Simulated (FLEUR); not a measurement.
# YN (Fm-3m) in FLEUR: further runs

Runs on YN. Level: BLYP. Tasks: band structure, equation of state.

Everything below comes from runs of FLEUR MaX-R8.1 (later development tree). Logs are shortened: lines on timing, memory, paths and dates and some standing lists are left out, and cuts for length are marked.

## (1) The structure

It takes space group Fm-3m (No. 225, cubic). Conventional cell: a = 4.877 Å, b = 4.877 Å, c = 4.877 Å, α = 90.00°, β = 90.00°, γ = 90.00°. Y (site symmetry m-3m) is surrounded by 6 N at 2.44 Å. Around N (site symmetry m-3m) lie 6 Y at 2.44 Å.

## (2) Band structure, BLYP

Input file inp.xml:

```xml
<?xml version="1.0" encoding="UTF-8" standalone="no"?>
<fleurInput fleurInputVersion="0.39">
   <comment>
      YN                                                                                                  
   </comment>
   <calculationSetup>
      <cutoffs Kmax="4.29" Gmax="13.3" GmaxXC="13.3" numbands="0"/>
      <scfLoop itmax="60" minDistance="0.00001" maxIterBroyd="15" imix="Anderson" alpha="0.05" precondParam="0.0" spinf="2.0" sdNocoIR="T"/>
      <coreElectrons ctail="T" frcor="F" kcrel="0" coretail_lmax="0"/>
      <xcFunctional name="LibXC" relativisticCorrections="F">
         <LibXCName exchange="gga_x_b88" correlation="gga_c_lyp"/>
      </xcFunctional>
      <magnetism jspins="1"/>
      <soc l_soc="F" theta="0.0" phi="0.0" spav="F"/>
      <expertModes spex="0" secvar="F"/>
      <geometryOptimization l_f="F" forcealpha="1.0" forcemix="BFGS" epsdisp="0.00001" epsforce="0.00001"/>
      <ldaU l_linMix="F" mixParam="0.05" spinf="1.0"/>
   </calculationSetup>
   <cell>
      <bzIntegration valenceElectrons="16.0" mode="hist" fermiSmearingEnergy="0.00183747">
         <kPointListSelection listName="default-1"/>
         <!-- k-points included here -->
         <xi:include xmlns:xi="http://www.w3.org/2001/XInclude" href="kpts.xml"> </xi:include>
[... 33 lines left out ...]
            <valenceConfig>(2s1/2) (2p1/2) (2p3/2)</valenceConfig>
            <stateOccupation state="(2p1/2)" spinUp="0.500000" spinDown="0.500000"/>
            <stateOccupation state="(2p3/2)" spinUp="1.000000" spinDown="1.000000"/>
         </electronConfig>
         <energyParameters s="2" p="2" d="3" f="4"/>
         <lo type="SCLO" l="0" n="2" eDeriv="2"/>
         <lo type="SCLO" l="1" n="2" eDeriv="2"/>
         <lo type="SCLO" l="2" n="3" eDeriv="2"/>
      </species>
   </atomSpecies>
   <atomGroups>
      <atomGroup species="Yttrium (Y)">
         <relPos label="                   1">.0000000000 .0000000000 .0000000000</relPos>
         <force calculate="T" relaxXYZ="TTT"/>
      </atomGroup>
      <atomGroup species="Nitrogen (N)">
         <relPos label="                   2">1.000/2.000 1.000/2.000 1.000/2.000</relPos>
         <force calculate="T" relaxXYZ="TTT"/>
      </atomGroup>
   </atomGroups>
   <output dos="F" band="F" slice="F">
      <checks vchk="F" cdinf="F"/>
      <bandDOS minEnergy="-.5*Htr" maxEnergy="0.5*Htr" sigma="0.015" storeEVData="T"/>
      <vacuumDOS vacdos="F" integ="F" star="F" nstars="0" locx1="0.0" locy1="0.0" locx2="0.0" locy2="0.0" nstm="0" tworkf="0.0"/>
      <unfoldingBand unfoldBand="F" supercellX="1" supercellY="1" supercellZ="1"/>
      <plotting iplot="0" polar="F">
         <plot TwoD="T" vec1="  1.0  0.0  0.0" vec2="  0.0  1.0  0.0" vec3="  0.0  0.0  1.0" zero="  0.0  0.0  0.0" file="plot"/>
      </plotting>
      <chargeDensitySlicing numkpt="0" minEigenval="0.0" maxEigenval="0.0" nnne="0" pallst="F"/>
      <specialOutput eonly="F"/>
      <moessbauerParams electricFieldGradient="T" isomerShift="T" coreHyperfine="T" valenceHyperfine="T"/>
      <magneticCircularDichroism mcd="F" energyLo="-10.0" energyUp="0.0"/>
   </output>
  <!-- We include the file relax.xml here to enable relaxations (see documentation) -->
  <xi:include xmlns:xi="http://www.w3.org/2001/XInclude" href="relax.xml"> <xi:fallback/> </xi:include>
</fleurInput>
```

Input file crystal.txt:

```
YN
&input cartesian=F /
0.0000000000  2.4385000000  2.4385000000
2.4385000000  0.0000000000  2.4385000000
2.4385000000  2.4385000000  0.0000000000
1.8897261246
1.0 1.0 1.0

2
39 0.0000000000  0.0000000000  0.0000000000
7 0.5000000000  0.5000000000  0.5000000000

&kpt div1=9 div2=9 div3=9 gamma=T /
```

Input file inp.xml (bands):

```
<?xml version="1.0" encoding="UTF-8" standalone="no"?>
<fleurInput fleurInputVersion="0.39">
   <comment>
      YN                                                                                                  
   </comment>
   <calculationSetup>
      <cutoffs Kmax="4.29" Gmax="13.3" GmaxXC="13.3" numbands="0"/>
      <scfLoop itmax="60" minDistance="0.00001" maxIterBroyd="15" imix="Anderson" alpha="0.05" precondParam="0.0" spinf="2.0" sdNocoIR="T"/>
      <coreElectrons ctail="T" frcor="F" kcrel="0" coretail_lmax="0"/>
      <xcFunctional name="LibXC" relativisticCorrections="F">
         <LibXCName exchange="gga_x_b88" correlation="gga_c_lyp"/>
      </xcFunctional>
      <magnetism jspins="1"/>
      <soc l_soc="F" theta="0.0" phi="0.0" spav="F"/>
      <expertModes spex="0" secvar="F"/>
      <geometryOptimization l_f="F" forcealpha="1.0" forcemix="BFGS" epsdisp="0.00001" epsforce="0.00001"/>
      <ldaU l_linMix="F" mixParam="0.05" spinf="1.0"/>
   </calculationSetup>
   <cell>
      <bzIntegration valenceElectrons="16.0" mode="hist" fermiSmearingEnergy="0.00183747">
         <kPointListSelection listName="path-1"/>
         <!-- k-points included here -->
         <xi:include xmlns:xi="http://www.w3.org/2001/XInclude" href="kpts.xml"> </xi:include>
      </bzIntegration>
[... 33 lines left out ...]
            <stateOccupation state="(2p1/2)" spinUp="0.500000" spinDown="0.500000"/>
            <stateOccupation state="(2p3/2)" spinUp="1.000000" spinDown="1.000000"/>
         </electronConfig>
         <energyParameters s="2" p="2" d="3" f="4"/>
         <lo type="SCLO" l="0" n="2" eDeriv="2"/>
         <lo type="SCLO" l="1" n="2" eDeriv="2"/>
         <lo type="SCLO" l="2" n="3" eDeriv="2"/>
      </species>
   </atomSpecies>
   <atomGroups>
      <atomGroup species="Yttrium (Y)">
         <relPos label="                   1">.0000000000 .0000000000 .0000000000</relPos>
         <force calculate="T" relaxXYZ="TTT"/>
      </atomGroup>
      <atomGroup species="Nitrogen (N)">
         <relPos label="                   2">1.000/2.000 1.000/2.000 1.000/2.000</relPos>
         <force calculate="T" relaxXYZ="TTT"/>
      </atomGroup>
   </atomGroups>
   <output dos="F" band="T" slice="F">
      <checks vchk="F" cdinf="F"/>
      <bandDOS minEnergy="-.5*Htr" maxEnergy="0.5*Htr" sigma="0.015" storeEVData="T"/>
      <vacuumDOS vacdos="F" integ="F" star="F" nstars="0" locx1="0.0" locy1="0.0" locx2="0.0" locy2="0.0" nstm="0" tworkf="0.0"/>
      <unfoldingBand unfoldBand="F" supercellX="1" supercellY="1" supercellZ="1"/>
      <plotting iplot="0" polar="F">
         <plot TwoD="T" vec1="  1.0  0.0  0.0" vec2="  0.0  1.0  0.0" vec3="  0.0  0.0  1.0" zero="  0.0  0.0  0.0" file="plot"/>
      </plotting>
      <chargeDensitySlicing numkpt="0" minEigenval="0.0" maxEigenval="0.0" nnne="0" pallst="F"/>
      <specialOutput eonly="F"/>
      <moessbauerParams electricFieldGradient="T" isomerShift="T" coreHyperfine="T" valenceHyperfine="T"/>
      <magneticCircularDichroism mcd="F" energyLo="-10.0" energyUp="0.0"/>
   </output>
  <!-- We include the file relax.xml here to enable relaxations (see documentation) -->
  <xi:include xmlns:xi="http://www.w3.org/2001/XInclude" href="relax.xml"> <xi:fallback/> </xi:include>
</fleurInput>
```

Potentials or basis: all-electron, FLAPW.

Run with:

```console
inpgen -f crystal.txt -profile fastHighL
# inp.xml edited to the form shown
fleur_MPI
fleur_MPI   # second run, on inp.xml (bands)
```

What it wrote:

```text
Welcome to FLEUR        (www.flapw.de)
      MaX-Release 8.1          (www.max-centre.eu)
 func_ids         131         106         131         106
The functional 'Becke 88' is an exchange functional, it belongs to the 'GGA' family and is defined in the reference(s):
[1] A. D. Becke.,  Phys. Rev. A 38, 3098 (1988)
The functional 'Lee, Yang & Parr' is a correlation functional, it belongs to the 'GGA' family and is defined in the reference(s):
[1] C. Lee, W. Yang, and R. G. Parr.,  Phys. Rev. B 37, 785 (1988)
[2] B. Miehlich, A. Savin, H. Stoll, and H. Preuss.,  Chem. Phys. Lett. 157, 200 (1989)
 Using same functional for VXC and EXC

 ========== k-point set info ==========
 Selected k-point list: default-1
 k-point list type: mesh
 9 x 9 x 9
 Number of k points: 35

 ------------Calculation Setup---------------------------
 Number of MPI-tasks      :            1
 Number of PE/node        :            1
 Number of OMP-threads    :            1
 Most efficient MPI parallelization for:
           1           5           7          35
 Additional eigenvalue parallelization possible
 Number of basis functions:          343
 Approximate size of matrices (H+S) per k-point:         0.002 GB
 --------------------------------------------------------
 Iteration:     1   Distance:      34.43025963 me/bohr^3
 Iteration:     2   Distance:      29.70440519 me/bohr^3
 Iteration:     3   Distance:      14.71185855 me/bohr^3
 Iteration:     4   Distance:      13.68248229 me/bohr^3
 Iteration:     5   Distance:       2.42774392 me/bohr^3
 Iteration:     6   Distance:       1.34621063 me/bohr^3
 Iteration:     7   Distance:       0.33008464 me/bohr^3
 Iteration:     8   Distance:       0.23346537 me/bohr^3
 Iteration:     9   Distance:       0.02964309 me/bohr^3
 Iteration:    10   Distance:       0.00399869 me/bohr^3
 Iteration:    11   Distance:       0.00252362 me/bohr^3
 Iteration:    12   Distance:       0.00035040 me/bohr^3
 Iteration:    13   Distance:       0.00024452 me/bohr^3
 Iteration:    14   Distance:       0.00003079 me/bohr^3
 Iteration:    15   Distance:       0.00000418 me/bohr^3

 ********************************************************************
 Run finished successfully
 Stop message:
   all done
 ********************************************************************
```

Run time: 23 s. Hardware: 1 thread of Arm Neoverse V2, shared host; peak memory 0.07 GiB.

Results:

| Property | Result |
| --- | --- |
| Free energy | -93637.6551 eV |
| Band gap on the k mesh | 0.38 eV, indirect (least direct gap 0.77 eV) |
| Band gap along the path | 0.32 eV, indirect (least direct gap 0.69 eV) |
| Valence electrons inside the program's atomic spheres | Y 8.94; N 4.18 (radii Y 2.59, N 1.68 bohr) |

Levels at the corners of the path, in eV from the valence-band top:
| point | band 6 | band 7 | band 8 | band 9 | band 10 | band 11 |
| --- | --- | --- | --- | --- | --- | --- |
| Γ | 0.00 | 0.00 | 0.00 | 3.16 | 3.16 | 3.16 |
| X | -1.41 | -0.37 | -0.37 | 0.32 | 6.82 | 7.29 |
| W | -2.13 | -1.46 | -1.46 | 4.07 | 4.07 | 7.32 |
| K | -2.12 | -1.51 | -1.30 | 2.55 | 6.30 | 6.99 |
| Γ | 0.00 | 0.00 | 0.00 | 3.16 | 3.16 | 3.16 |
| L | -3.98 | -2.25 | -2.25 | 5.74 | 6.33 | 6.33 |
| U | -2.12 | -1.51 | -1.30 | 2.55 | 6.30 | 6.99 |
| W | -2.13 | -1.46 | -1.46 | 4.07 | 4.07 | 7.32 |
| L | -3.98 | -2.25 | -2.25 | 5.74 | 6.33 | 6.33 |
| K | -2.12 | -1.51 | -1.30 | 2.55 | 6.30 | 6.99 |
| U | -2.12 | -1.51 | -1.30 | 2.55 | 6.30 | 6.99 |
| X | -1.41 | -0.37 | -0.37 | 0.32 | 6.82 | 7.29 |

Core levels (eV from the Fermi level):
| atom | levels |
| --- | --- |
| 1 Y | 1s1/2 -16856.6, 2s1/2 -2303.3, 2p1/2 -2102.2, 2p3/2 -2025.4, 3s1/2 -361.3, 3p1/2 -287.4, 3p3/2 -275.4, 3d3/2 -145.2, 3d5/2 -143.0 |
| 2 N | 1s1/2 -375.3 |

## (3) Equation of state, BLYP, 13.63 Å³/atom (volume scaled by 0.94)

Changes to inp.xml since step 2:

```diff
@@ -6,3 +6,3 @@
    <calculationSetup>
-      <cutoffs Kmax="4.29" Gmax="13.3" GmaxXC="13.3" numbands="0"/>
+      <cutoffs Kmax="4.42" Gmax="13.7" GmaxXC="13.7" numbands="0"/>
       <scfLoop itmax="60" minDistance="0.00001" maxIterBroyd="15" imix="Anderson" alpha="0.05" precondParam="0.0" spinf="2.0" sdNocoIR="T"/>
@@ -26,3 +26,3 @@
       <xi:include xmlns:xi="http://www.w3.org/2001/XInclude" href="sym.xml"> </xi:include>
-      <bulkLattice scale="1.0">
+      <bulkLattice scale="0.9795861087">
          <bravaisMatrix>
@@ -36,3 +36,3 @@
       <species name="Yttrium (Y)" element="Y" atomicNumber="39">
-         <mtSphere radius="2.59" gridPoints="857" logIncrement="0.015"/>
+         <mtSphere radius="2.51" gridPoints="857" logIncrement="0.015"/>
          <atomicCutoffs lmax="10" lnonsphr="10"/>
@@ -52,3 +52,3 @@
       <species name="Nitrogen (N)" element="N" atomicNumber="7">
-         <mtSphere radius="1.68" gridPoints="555" logIncrement="0.019"/>
+         <mtSphere radius="1.63" gridPoints="555" logIncrement="0.019"/>
          <atomicCutoffs lmax="8" lnonsphr="8"/>
```

Potentials or basis: all-electron, FLAPW.

Run with:

```console
inpgen -f crystal.txt -profile fastHighL
# inp.xml edited to the form shown
fleur_MPI
```

What it wrote:

```text
Welcome to FLEUR        (www.flapw.de)
      MaX-Release 8.1          (www.max-centre.eu)
 func_ids         131         106         131         106
The functional 'Becke 88' is an exchange functional, it belongs to the 'GGA' family and is defined in the reference(s):
[1] A. D. Becke.,  Phys. Rev. A 38, 3098 (1988)
The functional 'Lee, Yang & Parr' is a correlation functional, it belongs to the 'GGA' family and is defined in the reference(s):
[1] C. Lee, W. Yang, and R. G. Parr.,  Phys. Rev. B 37, 785 (1988)
[2] B. Miehlich, A. Savin, H. Stoll, and H. Preuss.,  Chem. Phys. Lett. 157, 200 (1989)
 Using same functional for VXC and EXC

 ========== k-point set info ==========
 Selected k-point list: default-1
 k-point list type: mesh
 9 x 9 x 9
 Number of k points: 35

 ------------Calculation Setup---------------------------
 Number of MPI-tasks      :            1
 Number of PE/node        :            1
 Number of OMP-threads    :            1
 Most efficient MPI parallelization for:
           1           5           7          35
 Additional eigenvalue parallelization possible
 Number of basis functions:          353
 Approximate size of matrices (H+S) per k-point:         0.002 GB
 --------------------------------------------------------
 Iteration:     1   Distance:      35.67962565 me/bohr^3
 Iteration:     2   Distance:      30.87772516 me/bohr^3
 Iteration:     3   Distance:      15.03736954 me/bohr^3
 Iteration:     4   Distance:      13.93582343 me/bohr^3
 Iteration:     5   Distance:       2.59823709 me/bohr^3
 Iteration:     6   Distance:       1.42360430 me/bohr^3
 Iteration:     7   Distance:       0.31979445 me/bohr^3
 Iteration:     8   Distance:       0.31944941 me/bohr^3
 Iteration:     9   Distance:       0.03595663 me/bohr^3
 Iteration:    10   Distance:       0.00568111 me/bohr^3
 Iteration:    11   Distance:       0.00253749 me/bohr^3
 Iteration:    12   Distance:       0.00036809 me/bohr^3
 Iteration:    13   Distance:       0.00067262 me/bohr^3
 Iteration:    14   Distance:       0.00003764 me/bohr^3
 Iteration:    15   Distance:       0.00001995 me/bohr^3
 Iteration:    16   Distance:       0.00001771 me/bohr^3
 Iteration:    17   Distance:       0.00000897 me/bohr^3

 ********************************************************************
 Run finished successfully
 Stop message:
   all done
 ********************************************************************
```

It took 24 s on 1 thread of Arm Neoverse V2, shared host; peak memory 0.08 GiB.

What came out:

| Property | Result |
| --- | --- |
| Free energy | -93637.5018 eV |
| Band gap on the k mesh | 0.27 eV, indirect (least direct gap 0.61 eV) |
| Valence electrons inside the program's atomic spheres | Y 8.86; N 4.07 (radii Y 2.51, N 1.63 bohr) |

Caveat: an odd mesh through Γ misses points on the zone boundary, where band edges often lie.

## (4) Equation of state, BLYP, 13.92 Å³/atom (volume scaled by 0.96)

Changes to inp.xml since step 3:

```diff
@@ -26,3 +26,3 @@
       <xi:include xmlns:xi="http://www.w3.org/2001/XInclude" href="sym.xml"> </xi:include>
-      <bulkLattice scale="0.9795861087">
+      <bulkLattice scale="0.9864848297">
          <bravaisMatrix>
```

Run with:

```console
inpgen -f crystal.txt -profile fastHighL
# inp.xml edited to the form shown
fleur_MPI
```

Wall time 25 s (1 thread of Arm Neoverse V2, shared host); peak memory 0.08 GiB.

Results (log left out):

| Item | Value |
| --- | --- |
| Free energy | -93637.5689 eV |
| Band gap on the k mesh | 0.31 eV, indirect (least direct gap 0.67 eV) |
| Valence electrons inside the program's atomic spheres | Y 8.83; N 4.05 (radii Y 2.51, N 1.63 bohr) |

Caveat: an odd mesh through Γ misses points on the zone boundary, where band edges often lie.

## (5) Equation of state, BLYP, 14.50 Å³/atom

Changes to inp.xml since step 4:

```diff
@@ -26,3 +26,3 @@
       <xi:include xmlns:xi="http://www.w3.org/2001/XInclude" href="sym.xml"> </xi:include>
-      <bulkLattice scale="0.9864848297">
+      <bulkLattice scale="1.0000000000">
          <bravaisMatrix>
```

Run with:

```console
inpgen -f crystal.txt -profile fastHighL
# inp.xml edited to the form shown
fleur_MPI
```

Run time: 27 s. Hardware: 1 thread of Arm Neoverse V2, shared host; peak memory 0.08 GiB.

It converged, with:

| Item | Value |
| --- | --- |
| Free energy | -93637.6544 eV |
| Band gap on the k mesh | 0.38 eV, indirect (least direct gap 0.77 eV) |
| Valence electrons inside the program's atomic spheres | Y 8.77; N 4.02 (radii Y 2.51, N 1.63 bohr) |

Caveat: an odd mesh through Γ misses points on the zone boundary, where band edges often lie.

## (6) Equation of state, BLYP, 15.08 Å³/atom (volume scaled by 1.04)

Changes to inp.xml since step 5:

```diff
@@ -26,3 +26,3 @@
       <xi:include xmlns:xi="http://www.w3.org/2001/XInclude" href="sym.xml"> </xi:include>
-      <bulkLattice scale="1.0000000000">
+      <bulkLattice scale="1.0131594038">
          <bravaisMatrix>
```

Potentials or basis: all-electron, FLAPW.

Run with:

```console
inpgen -f crystal.txt -profile fastHighL
# inp.xml edited to the form shown
fleur_MPI
```

Wall time 27 s (1 thread of Arm Neoverse V2, shared host); peak memory 0.08 GiB.

The run converged. Its results:

```
Free energy                                           : -93637.6861 eV
Band gap on the k mesh                                : 0.44 eV, indirect (least direct gap 0.85 eV)
Valence electrons inside the program's atomic spheres : Y 8.72; N 4.00 (radii Y 2.51, N 1.63 bohr)
```

Caveat: an odd mesh through Γ misses points on the zone boundary, where band edges often lie.

## (7) Equation of state, BLYP, 15.37 Å³/atom (volume scaled by 1.06)

Changes to inp.xml since step 6:

```diff
@@ -26,3 +26,3 @@
       <xi:include xmlns:xi="http://www.w3.org/2001/XInclude" href="sym.xml"> </xi:include>
-      <bulkLattice scale="1.0131594038">
+      <bulkLattice scale="1.0196128224">
          <bravaisMatrix>
```

Run with:

```console
inpgen -f crystal.txt -profile fastHighL
# inp.xml edited to the form shown
fleur_MPI
```

Wall time 30 s (1 thread of Arm Neoverse V2, shared host); peak memory 0.08 GiB.

Results (log left out):

- Free energy: -93637.6853 eV
- Band gap on the k mesh: 0.47 eV, indirect (least direct gap 0.89 eV)
- Valence electrons inside the program's atomic spheres: Y 8.69; N 3.98 (radii Y 2.51, N 1.63 bohr)

Caveat: an odd mesh through Γ misses points on the zone boundary, where band edges often lie.

## (8) Equation of state, BLYP

This step only gathers the single runs of the series.

What came out:

| Property | Result |
| --- | --- |
| Equilibrium volume | 15.20 Å³/atom |
| Bulk modulus | 148 GPa |
| Pressure derivative of the bulk modulus | 4.9 (rough: it moves with the points fitted) |

Energy against volume, from the lowest point:
```
volume (Å³/atom)  energy (meV/atom)
          13.630              92.15
          13.920              58.61
          14.500              15.84
          15.080               0.00
          15.370               0.41
```

BLYP gives volumes clearly too large for solids. Zero-point motion and thermal expansion aren't in these numbers.
